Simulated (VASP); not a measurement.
# Ag in VASP: relaxation of the atoms with r2SCAN+rVV10

Aim: the relaxation of the atoms of Ag with r2SCAN+rVV10.

Program: VASP 6.6.1. These are calculated values, not measurements. Logs are shortened: lines on timing, memory, paths and dates and some standing lists are left out, and cuts for length are marked.

## Step 1: The structure

The cell holds a slab with vacuum, 4 atoms: a = 2.939 Å, b = 2.939 Å, c = 30.636 Å, α = 90.00°, β = 90.00°, γ = 120.00°.

The cell was built by a generator and needn't be a form met in nature.

## Step 2: Relaxation of the atoms, r2SCAN+rVV10

INCAR

```
SYSTEM = Ag
  ALGO = Normal
  BPARAM = 11.95
  CPARAM = 0.0093
  DIPOL = 0.5 0.5 0.500
  EDIFF = 1E-6
  EDIFFG = -0.02
  ENCUT = 520
  IBRION = 2
  IDIPOL = 3
  ISIF = 2
  ISMEAR = 1
  IVDW_NL = 2
  KPAR = 2
  LASPH = .True.
  LCHARG = .False.
  LDIPOL = .True.
  LMIXTAU = .True.
  LREAL = .False.
  LUSE_VDW = .True.
  LWAVE = .False.
  METAGGA = R2SCAN
  NELM = 120
  NSW = 90
  PREC = Accurate
  SIGMA = 0.1
```

KPOINTS

```
k-points
0
Gamma
  15 15 1
  0 0 0
```

POSCAR

```
Ag
1.0
    2.9393625700      0.0000000000      0.0000000000
   -1.4696812800      2.5455626200      0.0000000000
    0.0000000000      0.0000000000     30.6362216700
Ag
4
Direct
    0.0000000000      0.0000000000      0.3874092700
    0.6666670000      0.3333330000      0.4624675700
    0.3333330000      0.6666670000      0.5375324300
    1.0000000000      0.0000000000      0.6125907300
```

Potentials or basis: VASP PAW PBE potentials, release 64 (Ag).

Launch:

```console
> cat potpaw_PBE.64/Ag/POTCAR > POTCAR
> mpirun -np 2 vasp_std > vasp.out
```

OUTCAR:

```text
SYSTEM = Ag
   BPARAM = 11.95
   EDIFF = 1E-6
   EDIFFG = -0.02
   ENCUT = 520
   IBRION = 2
   ISIF = 2
   ISMEAR = 1
   IVDW_NL = 2
   LASPH = .True.
   LREAL = .False.
   METAGGA = R2SCAN
   NELM = 120
   NSW = 90
   PREC = Accurate

 ion  position               nearest neighbor table
   1  0.000  0.000  0.387-   2 2.86   2 2.86   2 2.86
   2  0.667  0.333  0.462-   1 2.86   1 2.86   1 2.86   3 2.86   3 2.86   3 2.86
   3  0.333  0.667  0.538-   4 2.86   4 2.86   4 2.86   2 2.86   2 2.86   2 2.86
   4  0.000  0.000  0.613-   3 2.86   3 2.86   3 2.86

  LATTYP: Found a hexagonal cell.
 ALAT       =     2.9393625700
 C/A-ratio  =    10.4227433467

  Lattice vectors:

 A1 = (   2.9393625700,   0.0000000000,   0.0000000000)
 A2 = (  -1.4696812800,   2.5455626200,   0.0000000000)
 A3 = (   0.0000000000,   0.0000000000,  30.6362216700)

Analysis of symmetry for initial positions (statically):
=====================================================================
 Subroutine PRICEL returns:
 Original cell was already a primitive cell.

 Routine SETGRP: Setting up the symmetry group for a
 hexagonal supercell.

 Subroutine GETGRP returns: Found 12 space group operations
 (whereof 12 operations were pure point group operations)
 out of a pool of 24 trial point group operations.

The static configuration has the point symmetry D_3d.

Analysis of symmetry for dynamics (positions and initial velocities):
=====================================================================
 Subroutine PRICEL returns:
 Original cell was already a primitive cell.

 Routine SETGRP: Setting up the symmetry group for a
 hexagonal supercell.

 Subroutine GETGRP returns: Found 12 space group operations
 (whereof 12 operations were pure point group operations)
 out of a pool of 24 trial point group operations.

The dynamic configuration has the point symmetry D_3d.

 Subroutine INISYM returns: Found 12 space group operations
 (whereof 12 operations are pure point group operations),
 and found     1 'primitive' translations

----------------------------------------------------------------------------------------

                                     Primitive cell

  volume of cell :     229.2304

  direct lattice vectors                    reciprocal lattice vectors
     2.939362570  0.000000000  0.000000000     0.340209816  0.196420231  0.000000000
    -1.469681280  2.545562620  0.000000000     0.000000000  0.392840464  0.000000000
     0.000000000  0.000000000 30.636221670     0.000000000  0.000000000  0.032641101

  length of vectors
     2.939362570  2.939362536 30.636221670     0.392840459  0.392840464  0.032641101

  position of ions in fractional coordinates (direct lattice)
     0.000000000  0.000000000  0.387409270
     0.666667000  0.333333000  0.462467570
     0.333333000  0.666667000  0.537532430
     0.000000000  0.000000000  0.612590730

  ion indices of the primitive-cell ions
   primitive index   ion index
                 1           1
                 2           2
                 3           3
                 4           4

----------------------------------------------------------------------------------------

 KPOINTS: k-points

Automatic generation of k-mesh.
 Grid dimensions read from file:
 generate k-points for:   15   15    1

 Generating k-lattice:

  Cartesian coordinates                     Fractional coordinates (reciprocal lattice)
     0.022680654  0.013094682  0.000000000     0.066666667  0.000000000  0.000000000
     0.000000000  0.026189364  0.000000000     0.000000000  0.066666667  0.000000000
     0.000000000  0.000000000  0.032641101     0.000000000  0.000000000  1.000000000

  Length of vectors
     0.026189364  0.026189364  0.032641101

  Shift w.r.t. Gamma in fractional coordinates (k-lattice)
     0.000000000  0.000000000  0.000000000

 Subroutine IBZKPT returns following result:
 ===========================================

 Found     27 irreducible k-points:

 Following reciprocal coordinates:
            Coordinates               Weight
  0.000000  0.000000  0.000000      1.000000
  0.066667 -0.000000  0.000000      6.000000
  0.133333  0.000000  0.000000      6.000000
  0.200000 -0.000000  0.000000      6.000000
  0.266667  0.000000  0.000000      6.000000
  0.333333 -0.000000  0.000000      6.000000
[... 16 lines left out ...]
  0.333333  0.200000  0.000000     12.000000
  0.400000  0.200000  0.000000      6.000000
 [... further k-points ...]
   k-points           NKPTS =     27   k-points in BZ     NKDIM =     27   number of bands    NBANDS=     26
   number of dos      NEDOS =    301   number of ions     NIONS =      4
   total plane-waves  NPLWV = 138240
   dimension x,y,z NGX =    24 NGY =   24 NGZ =  240
   dimension x,y,z NGXF=    48 NGYF=   48 NGZF=  480
   ions per type =               4
   NGX,Y,Z   is equivalent  to a cutoff of  13.57, 13.57, 13.02 a.u.
   NGXF,Y,Z  is equivalent  to a cutoff of  27.15, 27.15, 26.05 a.u.
 SYSTEM =  Ag
   PREC   = accura    normal or accurate (medium, high low for compatibility)
   ISTART =      0    job   : 0-new  1-cont  2-samecut
   ICHARG =      2    charge: 1-file 2-atom 10-const
   ISPIN  =      1    spin polarized calculation?
   LNONCOLLINEAR =      F non collinear calculations
   LSORBIT =      F    spin-orbit coupling
   LASPH  =      T    aspherical Exc in radial PAW
   ENCUT  =  520.0 eV  38.22 Ry    6.18 a.u.   5.47  5.47 56.96*2*pi/ulx,y,z
   NELM   =    120;   NELMIN=  2; NELMDL= -5     # of ELM steps
   EDIFF  = 0.1E-05   stopping-criterion for ELM
   LREAL  =      F    real-space projection
   EDIFFG = -.2E-01   stopping-criterion for IOM
   NSW    =     90    number of steps for IOM
   IBRION =      2    ionic relax: 0-MD 1-quasi-New 2-CG
   NFREE  =      1    steps in history (QN), initial steepest desc. (CG)
   ISIF   =      2    stress and relaxation
   ISYM   =      2    0-nonsym 1-usesym 2-fastsym
   POTIM  = 0.5000    time-step for ionic-motion
   TEBEG  =    0.0;   TEEND  =   0.0 temperature during run
   PSTRESS=    0.0 pullay stress
   NELECT =      44.0000    total number of electrons
   NUPDOWN=      -1.0000    fix difference up-down
   EMIN   =  10.00;   EMAX   =-10.00  energy-range for DOS
   EFERMI =   0.00;   METHOD = LEGACY
   ISMEAR =     1;   SIGMA  =   0.10  broadening in eV -4-tet -1-fermi 0-gaus
   EFERMI_NEDOS =   21; number of points for ismear=-14 and -15
   IALGO  =     38    algorithm
   IMIX   =      4    mixing-type and parameters
     AMIX     =   0.40;   BMIX     =  1.00
     AMIX_MAG =   1.60;   BMIX_MAG =  1.00
  volume/ion in A,a.u.               =      57.31       386.73
  Fermi-wavevector in a.u.,A,eV,Ry     =   0.944354  1.784571 12.133747  0.891805
  Thomas-Fermi vector in A             =   2.072151
   LORBIT       =      0    0 simple, 1 ext, 2 COOP (PROOUT), +10 PAW based schemes
   METAGGA = R2SCAN    functional components
   LHFCALC =     F    Hartree Fock is set to
   AEXX    =    0.0000 exact exchange contribution
   IVDW_NL    =     2    kernel type
   BPARAM     =11.9500
   IVDW    =     0    specifies the selected vdW correction
   LEPSILON=     F    determine dielectric tensor
   LRPA    =     F    only Hartree local field effects (RPA)
 conjugate gradient relaxation of ions
 non-spin polarized calculation
 Methfessel and Paxton  Order N= 1 SIGMA  =   0.10
  energy-cutoff  :      520.00
  volume of cell :      229.23
 maximum number of plane-waves:      6305
 NGX is ok and might be reduce to    24
   NGX = 11   NGY = 11   NGZ =113

--------------------------------------- Ionic step        1  -------------------------------------------

 number of electron      44.0000002 magnetization

 Free energy of the ion-electron system (eV)
  ---------------------------------------------------
  ext. energy  EPLUGINS =         0.00000000
  ---------------------------------------------------
  free energy    TOTEN  =       -83.00746135 eV

  energy without entropy =      -83.00612548  energy(sigma->0) =      -83.00701606

------------------------ aborting loop EDIFF was not reached (unconverged)  ----------------------------

  FORCE on cell =-STRESS in cart. coord.  units (eV):
  Direction    XX          YY          ZZ          XY          YZ          ZX
  --------------------------------------------------------------------------------------
  -------------------------------------------------------------------------------------
  Total       -2.2250569     -2.2250568      0.3059196     -0.0000000      0.0000000     -0.0000000
  in kB      -15.5517601    -15.5517597      2.1381869     -0.0000000      0.0000000     -0.0000000
  external PRESSURE =      -9.6551109 kB  Pullay stress =       0.0000000 kB

 VOLUME and BASIS-vectors are now :
 -----------------------------------------------------------------------------
  energy-cutoff  :      520.00
  volume of cell :      229.23
      direct lattice vectors                 reciprocal lattice vectors
     2.939362570  0.000000000  0.000000000     0.340209816  0.196420231  0.000000000
    -1.469681280  2.545562620  0.000000000     0.000000000  0.392840464  0.000000000
     0.000000000  0.000000000 30.636221670     0.000000000  0.000000000  0.032641101
[... 90 lines left out ...]
  energy  without entropy=      -83.0078725375  energy(sigma->0) =      -83.00875972

--------------------------------------- Ionic step        4  -------------------------------------------

 number of electron      44.0000003 magnetization

 dipolmoment           0.000000      0.000000     -0.000000 electrons x Angstroem

------------------------ aborting loop because EDIFF is reached ----------------------------------------

  FORCE on cell =-STRESS in cart. coord.  units (eV):
  Direction    XX          YY          ZZ          XY          YZ          ZX
  --------------------------------------------------------------------------------------
  -------------------------------------------------------------------------------------
  Total       -2.3027394     -2.3027394      0.1495145     -0.0000000     -0.0000000     -0.0000000
  in kB      -16.0947129    -16.0947125      1.0450132     -0.0000000     -0.0000000     -0.0000000
  external PRESSURE =     -10.3814707 kB  Pullay stress =       0.0000000 kB
[... 23 lines left out ...]
  energy  without entropy=      -83.0079325044  energy(sigma->0) =      -83.00882931

--------------------------------------- Ionic step        5  -------------------------------------------

 number of electron      44.0000003 magnetization

 dipolmoment           0.000000      0.000000      0.000000 electrons x Angstroem

 Free energy of the ion-electron system (eV)
  ---------------------------------------------------
  ext. energy  EPLUGINS =         0.00000000
  ---------------------------------------------------
  free energy    TOTEN  =       -83.00941949 eV

  energy without entropy =      -83.00804578  energy(sigma->0) =      -83.00896159

 E-fermi :  -0.4990     XC(G=0):  -4.4095

 val. band max:       -0.6534860381   @ k =   0.4000   0.0667   0.0000
 cond. band min:      -0.4957484843   @ k =   0.2000   0.2000   0.0000
 fundamental gap:      0.1577375538
 Fermi energy:        -0.4990299094

 k-point     1 :       0.0000    0.0000    0.0000
  band No.  band energies     occupation
      1      -8.1269      2.00000
      2      -7.2631      2.00000
      3      -6.9657      2.00000
      4      -6.8056      2.00000
      5      -5.7381      2.00000
      6      -5.7381      2.00000
[... 685 lines left out ...]
     25       3.8518      0.00000
     26       4.4951      0.00000

 [... further k-points ...]

------------------------ aborting loop because EDIFF is reached ----------------------------------------

 vacuum level on the upper side and lower side of the slab       (xc-potential included)         0.012         0.012

  FORCE on cell =-STRESS in cart. coord.  units (eV):
  Direction    XX          YY          ZZ          XY          YZ          ZX
  --------------------------------------------------------------------------------------
  -------------------------------------------------------------------------------------
  Total       -2.3229021     -2.3229021      0.1182137     -0.0000000      0.0000000      0.0000000
  in kB      -16.2356377    -16.2356372      0.8262400     -0.0000000      0.0000000      0.0000000
  external PRESSURE =     -10.5483449 kB  Pullay stress =       0.0000000 kB

 VOLUME and BASIS-vectors are now :
 -----------------------------------------------------------------------------
  energy-cutoff  :      520.00
  volume of cell :      229.23
      direct lattice vectors                 reciprocal lattice vectors
     2.939362570  0.000000000  0.000000000     0.340209816  0.196420231  0.000000000
    -1.469681280  2.545562620  0.000000000     0.000000000  0.392840464  0.000000000
     0.000000000  0.000000000 30.636221670     0.000000000  0.000000000  0.032641101
[... 10 lines left out ...]
  FREE ENERGIE OF THE ION-ELECTRON SYSTEM (eV)
  ---------------------------------------------------
  free  energy   TOTEN  =       -83.0094194918 eV

  energy  without entropy=      -83.0080457752  energy(sigma->0) =      -83.00896159

 reached required accuracy - stopping structural energy minimisation

 vacuum level on the upper side and lower side of the slab         3.867         3.867
```

Run time: 51 min. Hardware: 2 MPI ranks of Intel Xeon 6975P-C (Granite Rapids), shared host; peak memory 0.95 GiB.

Results:

```
Free energy                  : -83.0094 eV
Energy gained by relaxing    : 0.5 meV/atom
Ionic steps                  : 5
Largest force after relaxing : 0.017 eV/Å
Band gap on the k mesh       : none (metal or under the smearing width)
```

Forces in eV/Å, atoms in the order of the input:
```
Ag   0.000  0.000 -0.017
Ag   0.000  0.000 -0.013
Ag   0.000  0.000  0.013
Ag   0.000  0.000  0.017
```

The path:
| step | energy change (eV) | largest force (eV/Å) | pressure (GPa) |
| --- | --- | --- | --- |
| 1 | 0.0000 | 0.0726 | -0.97 |
| 2 | -0.0017 | 0.0303 | -1.04 |
| 3 | -0.0017 | 0.0292 | -1.03 |
| 4 | -0.0018 | 0.0255 | -1.04 |
| 5 | -0.0020 | 0.0166 | -1.05 |

Final structure:
```
Ag
1.0
     2.93936    0.00000    0.00000
    -1.46968    2.54556    0.00000
     0.00000    0.00000   30.63622
Ag
4
Cartesian
  0.0000 0.0000 11.8653
  1.4697 0.8485 14.1621
  0.0000 1.6970 16.4741
  0.0000 0.0000 18.7709
```

Caveat: the PAW data sets were made with another functional, which shifts forces and pressure a little.
